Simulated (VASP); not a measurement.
# Te2Mo (P2_1/m) in VASP: notebook, part 2 of 2

VASP 6.6.1. Earlier steps stand in the parts before.

## (3) Single point, PBE+D3(BJ)

This run uses another cell than the first one, of 24.27 Å³/atom, 1.087 times its volume.

Contents of INCAR:

```
SYSTEM = Te2Mo
  PREC = Accurate
  ENCUT = 520
  EDIFF = 1E-7
  ISMEAR = 0
  SIGMA = 0.05
  LREAL = .FALSE.
  LASPH = .TRUE.
  NELM = 100
  ALGO = Fast
  ISIF = 2
  LWAVE = .FALSE.
  LCHARG = .FALSE.
  GGA = PE
  IVDW = 12
  NBANDS = 64
```

Contents of KPOINTS:

```
regular mesh
0
G
  4 8 2
  0 0 0
```

Contents of POSCAR:

```
Te2Mo
1.0
    6.3394935820      0.0000000000      0.0282812565
    0.0000000000      3.4719134584      0.0000000000
   -0.8864354511      0.0000000000     13.2303191667
Te Mo
8 4
Direct
    0.5604504203      0.7500000000      0.3448849152
    0.4395495797      0.2500000000      0.6551150848
    0.5861291661      0.2500000000      0.1065345749
    0.4138708339      0.7500000000      0.8934654251
    0.0942412188      0.7500000000      0.1555485501
    0.9057587812      0.2500000000      0.8444514499
    0.0559702393      0.2500000000      0.3930856406
    0.9440297607      0.7500000000      0.6069143594
    0.3198284814      0.7500000000      0.5062624052
    0.6801715186      0.2500000000      0.4937375948
    0.1823936782      0.2500000000      0.0076042180
    0.8176063218      0.7500000000      0.9923957820
```

Potentials or basis: VASP PAW PBE potentials, release 64 (Te, Mo_sv).

On the command line:

```console
$ cat potpaw_PBE.64/Te/POTCAR potpaw_PBE.64/Mo_sv/POTCAR > POTCAR
$ mpirun -np 1 vasp_std > vasp.out
```

OUTCAR:

```text
SYSTEM = Te2Mo
   PREC = Accurate
   ENCUT = 520
   EDIFF = 1E-7
   ISMEAR = 0
   LREAL = .FALSE.
   LASPH = .TRUE.
   NELM = 100
   ISIF = 2
   GGA = PE
   IVDW = 12
 IVDW          = 12

 ion  position               nearest neighbor table
   1  0.560  0.750  0.345-  10 2.70  10 2.70   9 2.70   7 3.61   7 3.61   3 3.62   3 3.62
   2  0.440  0.250  0.655-   9 2.70   9 2.70  10 2.70   8 3.61   8 3.61   4 3.62   4 3.62
   3  0.586  0.250  0.107-  12 2.78  12 2.78  11 2.80   4 3.44   4 3.44   1 3.62   1 3.62   5 3.66
                             5 3.66   5 3.68   5 3.68
   4  0.414  0.750  0.893-  11 2.78  11 2.78  12 2.80   3 3.44   3 3.44   2 3.62   2 3.62   6 3.66
                             6 3.66   6 3.68   6 3.68
   5  0.094  0.750  0.156-  12 2.70  11 2.70  11 2.70   7 3.62   7 3.62   3 3.66   3 3.66   3 3.68
                             3 3.68
   6  0.906  0.250  0.844-  11 2.70  12 2.70  12 2.70   8 3.62   8 3.62   4 3.66   4 3.66   4 3.68
                             4 3.68
   7  0.056  0.250  0.393-   9 2.78   9 2.78  10 2.80   8 3.44   8 3.44   1 3.61   1 3.61   5 3.62
                             5 3.62
   8  0.944  0.750  0.607-  10 2.78  10 2.78   9 2.80   7 3.44   7 3.44   2 3.61   2 3.61   6 3.62
                             6 3.62
   9  0.320  0.750  0.506-   2 2.70   2 2.70   1 2.70   7 2.78   7 2.78   8 2.80  10 2.88  10 2.88

  10  0.680  0.250  0.494-   1 2.70   1 2.70   2 2.70   8 2.78   8 2.78   7 2.80   9 2.88   9 2.88

  11  0.182  0.250  0.008-   6 2.70   5 2.70   5 2.70   4 2.78   4 2.78   3 2.80  12 2.89  12 2.89

  12  0.818  0.750  0.992-   5 2.70   6 2.70   6 2.70   3 2.78   3 2.78   4 2.80  11 2.89  11 2.89

  LATTYP: Found a simple monoclinic cell.
 ALAT       =     6.3395566648
 B/A-ratio  =     0.5476587153
 C/A-ratio  =     2.0916260142
 COS(beta)  =    -0.0623986645

  Lattice vectors:

 A1 = (   6.3394935820,   0.0000000000,   0.0282812565)
 A2 = (   0.0000000000,   3.4719134584,   0.0000000000)
 A3 = (  -0.8864354511,   0.0000000000,  13.2303191667)

Analysis of symmetry for initial positions (statically):
=====================================================================
 Subroutine PRICEL returns:
 Original cell was already a primitive cell.

 Routine SETGRP: Setting up the symmetry group for a
 simple monoclinic supercell.

 Subroutine GETGRP returns: Found  4 space group operations
 (whereof  2 operations were pure point group operations)
 out of a pool of  4 trial point group operations.

The static configuration has the point symmetry S_2 .
 The point group associated with its full space group is C_2h.

Analysis of symmetry for dynamics (positions and initial velocities):
=====================================================================
 Subroutine PRICEL returns:
 Original cell was already a primitive cell.

 Routine SETGRP: Setting up the symmetry group for a
 simple monoclinic supercell.

 Subroutine GETGRP returns: Found  4 space group operations
 (whereof  2 operations were pure point group operations)
 out of a pool of  4 trial point group operations.

The dynamic configuration has the point symmetry S_2 .
 The point group associated with its full space group is C_2h.

 Subroutine INISYM returns: Found  4 space group operations
 (whereof  2 operations are pure point group operations),
 and found     1 'primitive' translations

----------------------------------------------------------------------------------------

[... 102 lines left out ...]
 SYSTEM =  Te2Mo
   PREC   = accura    normal or accurate (medium, high low for compatibility)
   ISTART =      0    job   : 0-new  1-cont  2-samecut
   ICHARG =      2    charge: 1-file 2-atom 10-const
   ISPIN  =      1    spin polarized calculation?
   LNONCOLLINEAR =      F non collinear calculations
   LSORBIT =      F    spin-orbit coupling
   LASPH  =      T    aspherical Exc in radial PAW
   ENCUT  =  520.0 eV  38.22 Ry    6.18 a.u.  11.79  6.46 24.65*2*pi/ulx,y,z
   NELM   =    100;   NELMIN=  2; NELMDL= -5     # of ELM steps
   EDIFF  = 0.1E-06   stopping-criterion for ELM
   LREAL  =      F    real-space projection
   EDIFFG = 0.1E-05   stopping-criterion for IOM
   NSW    =      0    number of steps for IOM
   IBRION =     -1    ionic relax: 0-MD 1-quasi-New 2-CG
   NFREE  =      0    steps in history (QN), initial steepest desc. (CG)
   ISIF   =      2    stress and relaxation
   ISYM   =      2    0-nonsym 1-usesym 2-fastsym
   POTIM  = 0.5000    time-step for ionic-motion
   TEBEG  =    0.0;   TEEND  =   0.0 temperature during run
   PSTRESS=    0.0 pullay stress
   NELECT =     104.0000    total number of electrons
   NUPDOWN=      -1.0000    fix difference up-down
   EMIN   =  10.00;   EMAX   =-10.00  energy-range for DOS
   EFERMI =   0.00;   METHOD = LEGACY
   ISMEAR =     0;   SIGMA  =   0.05  broadening in eV -4-tet -1-fermi 0-gaus
   EFERMI_NEDOS =   21; number of points for ismear=-14 and -15
   IALGO  =     68    algorithm
   IMIX   =      4    mixing-type and parameters
     AMIX     =   0.40;   BMIX     =  1.00
     AMIX_MAG =   1.60;   BMIX_MAG =  1.00
  volume/ion in A,a.u.               =      24.27       163.81
  Fermi-wavevector in a.u.,A,eV,Ry     =   1.161390  2.194709 18.351902  1.348827
  Thomas-Fermi vector in A             =   2.297963
   LORBIT       =      0    0 simple, 1 ext, 2 COOP (PROOUT), +10 PAW based schemes
   GGA     = PE    functional components
   LHFCALC =     F    Hartree Fock is set to
   AEXX    =    0.0000 exact exchange contribution
   IVDW    =    12    specifies the selected vdW correction
   LEPSILON=     F    determine dielectric tensor
   LRPA    =     F    only Hartree local field effects (RPA)
 non-spin polarized calculation
 RMM-DIIS sequential band-by-band and
 Gauss-broadening in eV      SIGMA  =   0.05
  energy-cutoff  :      520.00
  volume of cell :      291.29
 maximum number of plane-waves:      7898
 NGX is ok and might be reduce to    48
   NGX = 23   NGY = 13   NGZ = 49

 number of electron     103.9999993 magnetization

 Free energy of the ion-electron system (eV)
  ---------------------------------------------------
  ext. energy  EPLUGINS =         0.00000000
  ---------------------------------------------------
  free energy    TOTEN  =       -71.60479461 eV

  energy without entropy =      -71.59930959  energy(sigma->0) =      -71.60205210

 E-fermi :   8.8927     XC(G=0): -10.6166

 val. band max:        8.8755743781   @ k =   0.2500   0.0000  -0.0000
 cond. band min:       8.8952738453   @ k =   0.0000   0.2500   0.5000
 fundamental gap:      0.0196994672
 Fermi energy:         8.8927293733

 k-point     1 :       0.0000    0.0000    0.0000
  band No.  band energies     occupation
      1     -52.2568      2.00000
      2     -52.2222      2.00000
      3     -52.1959      2.00000
      4     -52.1628      2.00000
      5     -26.5257      2.00000
      6     -26.4895      2.00000
[... 1597 lines left out ...]
     63      11.0774      0.00000
     64      11.3030      0.00000

 [... further k-points ...]

------------------------ aborting loop because EDIFF is reached ----------------------------------------

 Edisp (eV)   -6.61972

 E8    (eV) :    -3.0515

  FORCE on cell =-STRESS in cart. coord.  units (eV):
  Direction    XX          YY          ZZ          XY          YZ          ZX
  --------------------------------------------------------------------------------------
  -------------------------------------------------------------------------------------
  Total       0.02801    -0.01172     0.00379     0.00000     0.00000     0.00755
  in kB       0.15409    -0.06445     0.02087     0.00000     0.00000     0.04153
  external pressure =        0.04 kB  Pullay stress =        0.00 kB

 VOLUME and BASIS-vectors are now :
 -----------------------------------------------------------------------------
  energy-cutoff  :      520.00
  volume of cell :      291.29
      direct lattice vectors                 reciprocal lattice vectors
     6.339493582  0.000000000  0.028281257     0.157694172  0.000000000  0.010565558
     0.000000000  3.471913458  0.000000000     0.000000000  0.288025612  0.000000000
    -0.886435451  0.000000000 13.230319167    -0.000337089  0.000000000  0.075561381

 POSITION                                       TOTAL-FORCE (eV/Angst)
 -----------------------------------------------------------------------------------
      3.24725      2.60394      4.57879        -0.006766     -0.000000     -0.010169
      2.20580      0.86798      8.67981         0.006766      0.000000      0.010169
      3.62133      0.86798      1.42606        -0.001853      0.000000      0.015838
      1.83173      2.60394     11.83254         0.001853     -0.000000     -0.015838
      0.45956      2.60394      2.06062        -0.007355     -0.000000      0.009115
      4.99350      0.86798     11.19798         0.007355     -0.000000     -0.009115
      0.00638      0.86798      5.20223        -0.000849     -0.000000     -0.012525
      5.44668      2.60394      8.05637         0.000849     -0.000000      0.012525
      1.57878      2.60394      6.70706        -0.015900      0.000000      0.007008
      3.87428      0.86798      6.55154         0.015900     -0.000000     -0.007008
      1.14954      0.86798      0.10576         0.009588     -0.000000      0.006871
      4.30352      2.60394     13.15284        -0.009588      0.000000     -0.006871
 -----------------------------------------------------------------------------------
    total drift:                               -0.000000      0.000000      0.000000

  FREE ENERGIE OF THE ION-ELECTRON SYSTEM (eV)
  ---------------------------------------------------
  free  energy   TOTEN  =       -78.2245106870 eV

  energy  without entropy=      -78.2190256575  energy(sigma->0) =      -78.22176817
```

It took 13 min on 1 thread of Intel Xeon Platinum 8259CL at 2.50GHz (Skylake/Cascade Lake), shared host; peak memory 0.63 GiB.

Results:

| Quantity | Value |
| --- | --- |
| Free energy | -78.2245 eV |
| Pressure | 0.0 GPa |
| Largest force | 0.017 eV/Å |
| Band gap on the k mesh | none (metal or under the smearing width) |
| Dispersion energy per atom | -0.552 eV |

Forces in eV/Å, atoms in the order of the input:
```
Te  -0.007  0.000 -0.010
Te   0.007  0.000  0.010
Te  -0.002  0.000  0.016
Te   0.002  0.000 -0.016
Te  -0.007  0.000  0.009
Te   0.007  0.000 -0.009
Te  -0.001  0.000 -0.013
Te   0.001  0.000  0.013
Mo  -0.016  0.000  0.007
Mo   0.016  0.000 -0.007
Mo   0.010  0.000  0.007
Mo  -0.010  0.000 -0.007
```

Levels at points of the mesh, in eV from the Fermi level:
| k point | band 49 | band 50 | band 51 | band 52 | band 53 | band 54 | band 55 | band 56 |
| --- | --- | --- | --- | --- | --- | --- | --- | --- |
| (0.00, 0.00, 0.00) | -0.39 | -0.29 | 0.05 | 0.36 | 0.40 | 0.66 | 0.71 | 0.87 |
| (0.50, 0.00, 0.00) | -0.99 | -0.96 | -0.51 | -0.45 | -0.15 | -0.11 | 0.73 | 0.75 |
| (0.00, 0.50, 0.00) | -1.68 | -1.68 | -1.43 | -1.43 | 0.90 | 0.90 | 1.10 | 1.10 |
| (0.50, 0.50, 0.00) | -1.18 | -1.18 | -1.08 | -1.08 | 0.91 | 0.91 | 1.00 | 1.00 |
| (0.00, 0.00, 0.50) | -0.17 | -0.16 | 0.13 | 0.22 | 0.38 | 0.49 | 0.76 | 0.83 |
| (0.50, 0.00, 0.50) | -1.00 | -0.96 | -0.60 | -0.31 | -0.06 | -0.04 | 0.67 | 0.79 |
| (0.00, 0.50, 0.50) | -1.65 | -1.65 | -1.54 | -1.54 | 0.86 | 0.86 | 1.09 | 1.09 |
| (0.50, 0.50, 0.50) | -1.17 | -1.17 | -1.07 | -1.07 | 0.94 | 0.94 | 0.95 | 0.95 |

Caveat: pairwise dispersion overbinds metals, which lowers pressure and volume.
